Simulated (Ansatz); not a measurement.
# Zr2COS MXene monolayer in a perpendicular field

Aim: how the Zr2COS MXene monolayer screens a field along its normal, and what the field does to its bands. A positive field points along +c.

Calculated with Ansatz 0.2.0; plane-wave DFT, PBE-D3(BJ), Ansatz PAW (set soft_1); PAW set soft_1, in the first sound run; inputs show where later runs differ.

### 1. The starting structure

The cell holds 5 atoms: 1 S, 2 Zr, 1 C and 1 O. Its edges and angles: a = 3.289 Å, b = 3.289 Å, c = 42.187 Å, α = 90.0°, β = 90.0°, γ = 120.0°. Vacuum lies along c.

### 2. Relaxation

The starting cell is a guess, so the in-plane lattice and the atoms are relaxed first, with the slab cut off from its images along the normal.

input.yaml reads:

```yaml
crystal:
  lattice:
    - [3.289, 0.0, 0.0]
    - [-1.6445, 2.848357553, 0.0]
    - [0.0, 0.0, 42.1866226628]
  atoms:
    - { symbol: S, position: [0.3333333333, 0.6666666667, 0.4337867989] }
    - { symbol: Zr, position: [0.6666666667, 0.3333333333, 0.4767482254] }
    - { symbol: C, position: [0.0, 0.0, 0.5075103887] }
    - { symbol: Zr, position: [0.3333333333, 0.6666666667, 0.5382725519] }
    - { symbol: O, position: [0.6666666667, 0.3333333333, 0.5662132011] }
  periodic: [true, true, false]
kpoints:
  mp_grid: { grid: [12, 12, 1] }
hamiltonian:
  xc: pbe
  dispersion: d3bj
  pseudopotentials: { kind: paw, azcp: { folder: soft_1 } }
scf:
  occupations: { method: fermi_dirac, width: 0.05 }
  convergence: { dr2_threshold: 1.0e-09 }
relax:
  f_tol: 0.004
  max_steps: 90
  cell: {}
output:
  write_potential: true
  write_density: true
  volumetric_format: npy
```

Command:

```bash
$ ansatz run input.yaml --threads 4 --pin off --max-ram 6144MiB --backend cpu --events-out ev --progress --plain --runs-dir out
```

Numbers of over 12 decimals in the logs are rounded to 6 here.

What it wrote:

```text
Warning: relax.cell: scf.convergence.dr2_threshold = 1e-9 eV is looser than the 2.05809757585e-10 eV advised for a relaxation that steers and ends on the stress (1e-10 eV for each atom of the cell: 5, times the square of relax.cell.stress_2d_tol = 0.05 N/m over 15.6 Å (the atoms' height at the walk's start and 5 Å past either face), 3.208e-2 GPa, over a crystal's default 0.05). What an SCF threshold leaves in a stress goes as its square root, and in the free energy as the threshold itself, and one threshold admits the most on a small cell: [figures from the program's tests cut] Set scf.convergence.dr2_threshold to 2.05809757585e-10 eV or tighter. [rest of the remark cut]
Engine: ansatz 0.2.0, aarch64-unknown-linux-gnu
Pseudopotentials: kind: paw
Pseudopotential: S, paw, valence charge 6, recommended cutoff 420 eV (normal), soft_1/S.paw.azcp
Pseudopotential: Zr, paw, valence charge 12, recommended cutoff 420 eV (normal), soft_1/Zr.paw.azcp
Pseudopotential: C, paw, valence charge 4, recommended cutoff 420 eV (normal), soft_1/C.paw.azcp
Pseudopotential: O, paw, valence charge 6, recommended cutoff 420 eV (normal), soft_1/O.paw.azcp
Functional definition: PBE
  parameter kappa = 0.804
  parameter beta = 0.066725
  exchange = pbe_x(kappa = kappa, mu = beta*pi^2/3)
  correlation = pbe_c(beta = beta)
Crystal: 5 atoms, lattice volume = 395.215 Å³
Basis set: ecut = 420 eV, 7881 PW (Γ), exchange–correlation on 48×48×576 points (8 copies of the dense FFT grid, shifted against one another)
Bands: 25, of which v1, the nominal top of the filled ones, is band 20 counted from 1 (19 counted from 0)
Symmetry: 6 space group operations
Space group: P3m1 (ITA 156), of the structure as read, at distance tolerance 7.3e-5 Å
k-points: 19 of 144 (time reversal used)
Non-local potential: S, projectors of the file, l = 0: 2, l = 1: 2, l = 2: 1
Non-local potential: Zr, projectors of the file, l = 0: 3, l = 1: 2, l = 2: 2, l = 3: 1
Non-local potential: C, projectors of the file, l = 0: 2, l = 1: 2, l = 2: 1
Non-local potential: O, projectors of the file, l = 0: 2, l = 1: 2, l = 2: 1
PAW form: soft (Blöchl's): semilocal exchange-correlation on the pseudo side does not see the compensation charge
PAW one-centre angular grid: S, 110 points (default); XC on 64 Gauss nodes
PAW one-centre angular grid: Zr, 590 points (default); XC on 64 Gauss nodes
PAW one-centre angular grid: C, 110 points (default); XC on 64 Gauss nodes
PAW one-centre angular grid: O, 110 points (default); XC on 64 Gauss nodes
Initial density: superposition of atomic densities (neutral atoms: chi_scale 0, normalization atom)
Initial wavefunctions: pseudopotential atomic-orbital guess
Functional: x = pbe(κ = 0.804, μ = 0.219515), c = pbe(β = 0.066725)
SCF iter   1: F=—  HF=-10099.325609 eV  |F-HF|=—  |Δ(HF+E_count)|=         —  Δρ=5.68e-2  dr2=2.54e1  ethr=3.10e-3  ⟨swp⟩=13.6  Hψ=3956  notcnv=0
preconditioner: auto → LDOS  [metal: Δε(μ)=0.089 eV  Ē_g=9.280 eV  σ=0.050 eV  W_gap=0.38  n_scr=24 (ndim 8)  ℏωp=9.2 eV  f_vac=0.777  D(μ)=2.59/eV (n_scr^D=14)  β→1.0]
SCF iter   2: F=—  HF=-10099.576003 eV  |F-HF|=—  |Δ(HF+E_count)|=   2.50e-1  Δρ=7.55e-2  dr2=2.59e1  ethr=3.10e-3  ⟨swp⟩=7.4  Hψ=1870  notcnv=0  defer=3
SCF iter   3: F=—  HF=-10094.745312 eV  |F-HF|=—  |Δ(HF+E_count)|=    4.83e0  Δρ=9.24e-3  dr2=3.22e-1  ethr=3.10e-3  ⟨swp⟩=5.7  Hψ=1689  notcnv=0  defer=1
SCF iter   4: F=—  HF=-10094.708591 eV  |F-HF|=—  |Δ(HF+E_count)|=   3.67e-2  Δρ=2.79e-3  dr2=6.18e-2  ethr=8.06e-4  ⟨swp⟩=3.5  Hψ=1118  notcnv=0  defer=3
SCF iter   5: F=—  HF=-10094.704861 eV  |F-HF|=—  |Δ(HF+E_count)|=   3.73e-3  Δρ=1.07e-3  dr2=1.41e-2  ethr=1.55e-4  ⟨swp⟩=3.5  Hψ=1099  notcnv=0  defer=4
SCF iter   6: F=—  HF=-10094.703301 eV  |F-HF|=—  |Δ(HF+E_count)|=   1.56e-3  Δρ=3.25e-4  dr2=6.55e-4  ethr=3.53e-5  ⟨swp⟩=3.4  Hψ=996  notcnv=0  defer=5
SCF iter   7: F=—  HF=-10094.703324 eV  |F-HF|=—  |Δ(HF+E_count)|=   2.29e-5  Δρ=1.21e-4  dr2=1.35e-4  ethr=1.64e-6  ⟨swp⟩=3.5  Hψ=1103  notcnv=0  defer=5
SCF iter   8: F=—  HF=-10094.703320 eV  |F-HF|=—  |Δ(HF+E_count)|=   4.41e-6  Δρ=4.80e-5  dr2=1.09e-5  ethr=3.39e-7  ⟨swp⟩=3.4  Hψ=897  notcnv=0  defer=4
SCF iter   9: F=—  HF=-10094.703337 eV  |F-HF|=—  |Δ(HF+E_count)|=   1.70e-5  Δρ=1.66e-5  dr2=1.85e-6  ethr=2.73e-8  ⟨swp⟩=3.2  Hψ=1083  notcnv=0  defer=4
SCF iter  10: F=—  HF=-10094.703338 eV  |F-HF|=—  |Δ(HF+E_count)|=   9.75e-7  Δρ=3.47e-6  dr2=3.92e-8  ethr=4.63e-9  ⟨swp⟩=3.5  Hψ=1113  notcnv=0  defer=4
SCF iter  11: F=—  HF=-10094.703338 eV  |F-HF|=—  |Δ(HF+E_count)|=   1.31e-7  Δρ=1.59e-6  dr2=7.30e-9  ethr=9.81e-11  ⟨swp⟩=3.6  Hψ=1205  notcnv=0  defer=4
SCF iter  12: F=-10094.703338 eV  HF=-10094.703338 eV  |F-HF|=1.35e-8  |Δ(HF+E_count)|=   1.25e-8  Δρ=4.05e-7  dr2=5.66e-10  ethr=2.50e-12  ⟨swp⟩=11.6  Hψ=4566  notcnv=0
SCF 1 converged in 12 iterations: F = -10094.703338 eV  dr2 = 5.66e-10
  greatest PAW one-centre occupation: 0.997 electrons in one spin orbital (limit 2), on the Zr atom at site 1 (counted from 0), in its partial waves of l = 0
relax step   1: F+E_penalty+E_count = -10094.70333805 eV  Δ(F+E_penalty+E_count) = +0.000e0 eV  max|allowed force component| = 4.588e0 eV/Å  Δτ_max = 0.0000 Å  P = +1.408 N/m  Ω = 395.215 Å³  fix = [c, alpha, beta]  reactions: c +0.000 N/m  (12 SCF iters, accepted)
Crystal: 5 atoms, lattice volume = 410.600 Å³
Basis set: ecut = 420 eV, 8121 PW (Γ), exchange–correlation on 48×48×576 points (8 copies of the dense FFT grid, shifted against one another)
Initial density: handed on by an earlier stage of this run
Initial wavefunctions: those handed on with the density
SCF iter   1: F=—  HF=-10095.551187 eV  |F-HF|=—  |Δ(HF+E_count)|=         —  Δρ=1.21e-2  dr2=2.67e0  ethr=3.10e-3  ⟨swp⟩=19.6  Hψ=4140  notcnv=0
preconditioner: auto → LDOS  [insulator: Δε(μ)=0.195 eV  Ē_g=8.547 eV  σ=0.050 eV  W_gap=0.60  n_scr=24 (ndim 8)  ℏωp=9.0 eV  f_vac=0.790  D(μ)=0.51/eV (n_scr^D=6)  ε∞_Penn≈2.1  β→1.0]
SCF iter   2: F=—  HF=-10095.952921 eV  |F-HF|=—  |Δ(HF+E_count)|=   4.02e-1  Δρ=1.79e-2  dr2=9.15e0  ethr=3.10e-3  ⟨swp⟩=8.1  Hψ=1616  notcnv=0  defer=23  recentre
SCF iter   3: F=—  HF=-10095.192820 eV  |F-HF|=—  |Δ(HF+E_count)|=   7.60e-1  Δρ=3.17e-3  dr2=2.08e-1  ethr=3.10e-3  ⟨swp⟩=6.1  Hψ=1414  notcnv=0  defer=2
SCF iter   4: F=—  HF=-10095.166950 eV  |F-HF|=—  |Δ(HF+E_count)|=   2.59e-2  Δρ=1.34e-3  dr2=1.96e-2  ethr=5.20e-4  ⟨swp⟩=4.2  Hψ=1087  notcnv=0  defer=3
SCF iter   5: F=—  HF=-10095.166087 eV  |F-HF|=—  |Δ(HF+E_count)|=   8.63e-4  Δρ=3.74e-4  dr2=4.18e-4  ethr=4.89e-5  ⟨swp⟩=3.9  Hψ=1067  notcnv=0  defer=2
[...]
relax step   3: F+E_penalty+E_count = -10095.29772517 eV  Δ(F+E_penalty+E_count) = -1.315e-1 eV  max|allowed force component| = 8.285e-1 eV/Å  Δτ_max = 0.1361 Å  P = -2.116 N/m  Ω = 423.350 Å³  energy of the carried Pulay correction = -4.540e-3 eV  fix = [c, alpha, beta]  reactions: c -0.000 N/m  (10 SCF iters, accepted)
[...]
relax step   4: F+E_penalty+E_count = -10095.36500129 eV  Δ(F+E_penalty+E_count) = -6.728e-2 eV  max|allowed force component| = 2.284e-1 eV/Å  Δτ_max = 0.1246 Å  P = -0.184 N/m  Ω = 410.945 Å³  energy of the carried Pulay correction = -2.577e-3 eV  fix = [c, alpha, beta]  reactions: c -0.000 N/m  (10 SCF iters, accepted)
[...]
relax step   5: F+E_penalty+E_count = -10095.36971713 eV  Δ(F+E_penalty+E_count) = -4.716e-3 eV  max|allowed force component| = 4.403e-2 eV/Å  Δτ_max = 0.0247 Å  P = +0.028 N/m  Ω = 412.363 Å³  energy of the carried Pulay correction = -2.805e-3 eV  fix = [c, alpha, beta]  reactions: c +0.000 N/m  (8 SCF iters, accepted)
[...]
relax step   6: F+E_penalty+E_count = -10095.36979497 eV  Δ(F+E_penalty+E_count) = -7.783e-5 eV  max|allowed force component| = 9.485e-3 eV/Å  Δτ_max = 0.0031 Å  P = -0.005 N/m  Ω = 412.631 Å³  energy of the carried Pulay correction = -2.847e-3 eV  fix = [c, alpha, beta]  reactions: c -0.000 N/m  (7 SCF iters, accepted)
[...]
relax step   7: F+E_penalty+E_count = -10095.36980462 eV  Δ(F+E_penalty+E_count) = -9.651e-6 eV  max|allowed force component| = 3.788e-4 eV/Å  Δτ_max = 0.0006 Å  P = +0.003 N/m  Ω = 412.618 Å³  energy of the carried Pulay correction = -2.845e-3 eV  fix = [c, alpha, beta]  reactions: c +0.000 N/m  (6 SCF iters, accepted)
[...]
relax step   8: F+E_penalty+E_count = -10095.37352777 eV  Δ(F+E_penalty+E_count) = -3.723e-3 eV  max|allowed force component| = 7.844e-4 eV/Å  Δτ_max = 0.0000 Å  P = +0.077 N/m  Ω = 412.618 Å³  fix = [c, alpha, beta]  reactions: c +0.000 N/m  stress off target by 7.72e-2 N/m on what of the cell is left free  SCF on the basis re-selected at this cell (its energy is not comparable with the rows above)  (6 SCF iters)
[...]
relax step   9: F+E_penalty+E_count = -10095.37350283 eV  Δ(F+E_penalty+E_count) = +2.494e-5 eV  max|allowed force component| = 8.027e-4 eV/Å  Δτ_max = 0.0007 Å  P = -0.006 N/m  Ω = 412.865 Å³  energy of the carried Pulay correction = -3.819e-5 eV  fix = [c, alpha, beta]  reactions: c -0.000 N/m  (6 SCF iters, accepted)
iter 1 solved again at ethr=2.77e-7 eV; its pass at ethr=3.10e-3 eV (dr2=1.11e-4 eV) is discarded
SCF iter   1: F=—  HF=-10095.373507 eV  |F-HF|=—  |Δ(HF+E_count)|=         —  Δρ=1.37e-6  dr2=9.24e-9  ethr=2.77e-7  ⟨swp⟩=6.7  Hψ=6091  notcnv=0
eigensolver tolerance schedule: the retry pair's looser diagonalisation over-reported the residual by 12012.15 of it (diagonalisation noise at an unbounded share of the residual, at the tolerance the schedule requests for it); recorded, not acted on — ethr = c·dr2/N_el stays at c = 1.0e-1
preconditioner: auto → LDOS  [insulator: Δε(μ)=0.131 eV  Ē_g=8.378 eV  σ=0.050 eV  W_gap=0.50  n_scr=24 (ndim 8)  ℏωp=9.0 eV  f_vac=0.794  D(μ)=0.66/eV (n_scr^D=6)  ε∞_Penn≈2.1  β→1.0]
SCF iter   2: F=—  HF=-10095.373543 eV  |F-HF|=—  |Δ(HF+E_count)|=   3.62e-5  Δρ=1.89e-6  dr2=6.24e-8  ethr=2.31e-11  ⟨swp⟩=6.5  Hψ=2043  notcnv=0
SCF iter   3: F=—  HF=-10095.373543 eV  |F-HF|=—  |Δ(HF+E_count)|=   6.68e-9  Δρ=6.28e-7  dr2=2.33e-9  ethr=2.31e-11  ⟨swp⟩=3.8  Hψ=858  notcnv=0
SCF iter   4: F=—  HF=-10095.373543 eV  |F-HF|=—  |Δ(HF+E_count)|=  2.36e-10  Δρ=2.97e-7  dr2=1.13e-9  ethr=5.83e-12  ⟨swp⟩=3.5  Hψ=970  notcnv=0
SCF iter   5: F=-10095.373543 eV  HF=-10095.373543 eV  |F-HF|=1.24e-10  |Δ(HF+E_count)|=  1.67e-10  Δρ=9.68e-8  dr2=6.86e-11  ethr=2.50e-12  ⟨swp⟩=16.6  Hψ=4201  notcnv=0
SCF 10 converged in 5 iterations: F = -10095.373543 eV  dr2 = 6.86e-11
relax step  10: F+E_penalty+E_count = -10095.37354334 eV  Δ(F+E_penalty+E_count) = -4.051e-5 eV  max|allowed force component| = 8.096e-4 eV/Å  Δτ_max = 0.0000 Å  P = -0.006 N/m  Ω = 412.865 Å³  fix = [c, alpha, beta]  reactions: c -0.000 N/m  stress off target by 5.73e-3 N/m on what of the cell is left free  SCF on the basis re-selected at this cell (its energy is not comparable with the rows above)  (5 SCF iters)
basis re-selected at this cell: Δ(F+E_penalty+E_count) = -4.051e-5 eV, ΔP = +0.000 N/m vs the last step (what re-selecting the basis moved, of the pressure what is left beyond the Pulay correction that the steps carried, after the strain that the cell walked since its last selection, with what the two solves' SCF thresholds leave and, on support functions, any second-order correction that the steps lacked; it is no m [...]
WARN: The output density's exchange-correlation potential varies sharply where the density is thin. Do not read a vacuum level from v_tot or v_xc, or from such a field of the output density. On a cell that repeats whose density bears no net charge and no dipole along the vacuum's axis use v_es (v_loc + v_h of the components); under efield.dipole_correction with no amplitude use v_es + v_field, which holds any externa [...]
SCF converged after 5 iterations
Free energy (F): -10095.373543 eV
Harris-Foulkes:  -10095.373543 eV  (|F-HF|=1.24e-10)
Internal energy: -10095.368211 eV  (E = F + TS)
E sigma→0 (E₀):  -10095.370877 eV
Entropy (-TS):   -0.005332 eV (-1.066 meV/atom)
Fermi energy:    -5.424229 eV
--- Per-component energies (eV) ---
  E_band       = -872.776600
  E_kinetic    = 993.456213
  E_local      = -126196.523494  (includes V_loc(G=0)·N_el)
  E_nonlocal   = 255.692755
  E_hartree    = 62461.561547
  E_xc         = -519.660962
  E_vxc        = -601.134753  (∫ρ·V_xc dr)
  E_paw        = -6797.399282  (= ΣΔE_a)
  E_vpaw       = -247.390288  (= ΣTr[D̂ρ^β])
  E_aug_tail   = 0.000728  (compensation charges beyond the density's cutoff)
  E_ewald      = 59708.806805
  E_disp       = -1.302522  (pairwise vdW)
  E_smearing   = -0.005332  (= −TS)
  E_closure    = 0.000000  (closes the sum)
  Σ components = -10095.373543   (vs F -10095.373543, Δ=0.00e0)
--- Forces (eV/Å), atoms counted from 1 ---
  atom   1  S      0.00000000    -0.00000000     0.00059069
  atom   2  Zr     0.00000000     0.00000000    -0.00080939
  atom   3  C      0.00000000     0.00000000     0.00030891
  atom   4  Zr     0.00000000     0.00000000     0.00053075
  atom   5  O      0.00000000     0.00000000    -0.00062006
  max |Σ_I F_I| component: 8.90e-7 eV/Å
--- 2D stress c σ (N/m, compression-positive) ---
       -0.005735       0.000000       0.000000
        0.000000      -0.005735       0.000000
        0.000000       0.000000      -0.000000
  P = ½ c Tr σ = -0.0057 N/m
--- Band table (eV; the first three rows and the last of 19) ---
  k-point 0: bands = [... 16 lower, -7.5298, -6.5126, -5.2043, -5.2043, -4.1099, -4.1099, -3.8898, -2.6035, ... 1 higher]
  k-point 1: bands = [... 16 lower, -7.5097, -6.3777, -5.8098, -5.5338, -4.2131, -3.7606, -3.5349, -2.6355, ... 1 higher]
  k-point 2: bands = [... 16 lower, -7.4907, -7.1041, -6.1542, -5.9763, -4.5724, -3.3081, -3.0171, -2.6100, ... 1 higher]
  k-point 18: bands = [... 16 lower, -8.5002, -7.9264, -7.6173, -7.5129, -3.5107, -3.0223, -2.3342, -1.9018, ... 1 higher]
  the weakly bound empty levels are not read free of the cell's end (no_gap_told)
--- Relaxed structure (8 steps of the walk, 8 accepted, 2 SCFs on fresh bases) ---
  F+E_penalty+E_count = -10095.37354334 eV   max|allowed force component| = 8.096e-4 eV/Å   (the final SCF, on the basis selected at the relaxed cell)
  cell:  # Å, volume = 412.8649 Å³
    - [3.361641, 5.37648138216863e-18, 0]
    - [-1.680820, 2.911266, 0]
    - [0, 0, 42.1866226628]
  atoms:
    - { symbol: S, position: [0.333333, 0.666667, 0.437679] }
    - { symbol: Zr, position: [0.666667, 0.333333, 0.475694] }
    - { symbol: C, position: [0, 0, 0.507235] }
    - { symbol: Zr, position: [0.333333, 0.666667, 0.540412] }
    - { symbol: O, position: [0.666667, 0.333333, 0.561510] }
```

Wall time 59 s (4 threads of Arm Neoverse V1, shared host); peak memory 0.76 GiB; 3.8 min of CPU time.

Relaxation path:

```tsv
step	energy less that of the first step (eV)	largest force component (eV/Å)	volume (Å³)
1	0.0000	4.5879	395.21
2	-0.4629	2.7814	410.60
3	-0.5944	0.8285	423.35
4	-0.6617	0.2284	410.94
5	-0.6664	0.0440	412.36
6	-0.6665	0.0095	412.63
7	-0.6665	0.0004	412.62
8*	-0.6702	0.0008	412.62
9	-0.6702	0.0008	412.86
10*	-0.6702	0.0008	412.86
```

Relaxation steps marked * repeat the geometry before them on a plane-wave basis chosen anew for their cell, so energy and pressure can jump there.

The run keeps the 6 symmetry operations that it works with, so distortions that break them were not tested.

```tsv
cell as run	before	after	change
a (Å)	3.289	3.362	+2.2 %
b (Å)	3.289	3.362	+2.2 %
```

The atoms that moved most (Å, along periodic axes as changes of fractional coordinates times the final cell, across vacuum about the mean position):

```tsv
atom	dx	dy	dz	length
O5	0.000	0.000	-0.198	0.198
S1	0.000	0.000	0.164	0.164
Zr4	0.000	0.000	0.090	0.090
Zr2	0.000	0.000	-0.044	0.044
C3	0.000	0.000	-0.012	0.012
```

The relaxed structure:

```cif
data_structure
_symmetry_space_group_name_H-M 'P 1'
_symmetry_Int_Tables_number 1
_cell_length_a 3.3616
_cell_length_b 3.3616
_cell_length_c 42.1866
_cell_angle_alpha 90.000
_cell_angle_beta 90.000
_cell_angle_gamma 120.000
_cell_volume 412.86
loop_
_atom_site_label
_atom_site_type_symbol
_atom_site_fract_x
_atom_site_fract_y
_atom_site_fract_z
_atom_site_occupancy
S1 S 0.33333 0.66667 0.43768 1
Zr2 Zr 0.66667 0.33333 0.47569 1
C3 C 0.00000 0.00000 0.50724 1
Zr4 Zr 0.33333 0.66667 0.54041 1
O5 O 0.66667 0.33333 0.56151 1
```

This step gave:

* energy at zero smearing: -10095.3709 eV

The lattice constant a goes from 3.289 to 3.362 Å.

(Continued in part 2 of 3.)

[Logs are printed without paths, hosts, clocks, repeated set-up lines and the standing remarks that a program may print on its own settings, such as how far it seeks lower states.]

[Hosts, paths, dates, database ids (printed as entryN), source tags and the programs' standing remarks are cut or masked in the printed files.]

[Maps of the electrostatic potential energy from Ansatz leave out the sawtooth potential of an applied field or a dipole correction, so their vacuum need not be flat; planar profiles and work functions include it.]
